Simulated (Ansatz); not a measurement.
The system is Te2Mo, a slab with vacuum.

```
Te Mo
1.0
     3.56242    0.00000    0.00000
    -1.78121    3.08514    0.00000
     0.00000    0.00000   31.56327
Te Mo
6 3
Direct
  0.00000 0.00000 0.05676
  0.33333 0.66667 0.28899
  0.33333 0.66667 0.82440
  0.33333 0.66667 0.17560
  0.33333 0.66667 0.71101
  0.00000 0.00000 0.94324
  0.33333 0.66667 0.00000
  0.00000 0.00000 0.23231
  0.00000 0.00000 0.76769
```

Base run:

```yaml
Program: Ansatz 0.2.0
Functional: r2SCAN
Potentials_or_basis: Ansatz PAW
Cutoff: 500 eV
Density_cutoff: 2000 eV
k_mesh: 7 × 7 × 1
Occupations: fermi-dirac, width 0.05 eV
Spin: no spin polarisation
Hubbard_terms: Mo d U = 4 eV
```

Its results: band gap on the k mesh 1.24 eV, indirect (least direct gap 1.27 eV); largest force 0.099 eV/Å.

Q: The run is repeated on the same cell with these changes: hubbard terms from Mo d U = 4 eV to Mo d U = 6 eV. What comes out?

A: Band gap on the k mesh 0.93 eV, indirect (least direct gap 0.94 eV); largest force 0.197 eV/Å.

Caveats: odd divisions of the mesh miss points on the zone boundary, where band edges often lie, so the gap on the mesh can be too wide; spin-orbit coupling is left out, which moves the levels of the heavy elements; the PAW data sets come from PBE, with cores solved anew for the run's functional, which leaves a small shift of forces and pressure; the U is typed as a test and isn't derived for this compound.

A k mesh can miss the band edges.

Not every run made on this cell is shown here.
